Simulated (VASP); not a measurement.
Crystal: KF (Carobbiite).

```xyz
2
Lattice="0.0000 2.6719 2.6719 2.6719 0.0000 2.6719 2.6719 2.6719 0.0000" Properties=species:S:1:pos:R:3 pbc="T T T"
K     0.0000    0.0000    0.0000
F     2.6719    2.6719    2.6719
```

* Program: VASP 6.6.1
* Task: relaxation of cell and atoms
* Functional: PBE
* Potentials or basis: VASP PAW PBE potentials, release 64 (K_sv, F)
* Cutoff: 600 eV
* k mesh: 10 × 10 × 10
* Occupations: gaussian, width 0.03 eV
* Spin: no spin polarisation

At the start: pressure 1.4 GPa; volume 19.07 Å³/atom.

Question: How do energy, volume and symmetry change on relaxing?

Answer: Over 4 steps the energy falls by 3.5 meV/atom and the volume is 19.92 Å³/atom (+4.4 %); space group Fm-3m (No. 225, to 0.05 Å).

Step by step:
```tsv
step	energy change (eV)	largest force (eV/Å)	pressure (GPa)	volume (Å³)
1	0.0000	0.0000	1.41	38.15
2	-0.0057	0.0000	0.58	39.08
3	-0.0069	0.0000	-0.11	39.98
4	-0.0070	0.0000	0.00	39.83
```

Final structure:
```xyz
2
Lattice="0.0000 2.7107 2.7107 2.7107 0.0000 2.7107 2.7107 2.7107 0.0000" Properties=species:S:1:pos:R:3 pbc="T T T"
K     0.0000    0.0000    0.0000
F     2.7107    2.7107    2.7107
```
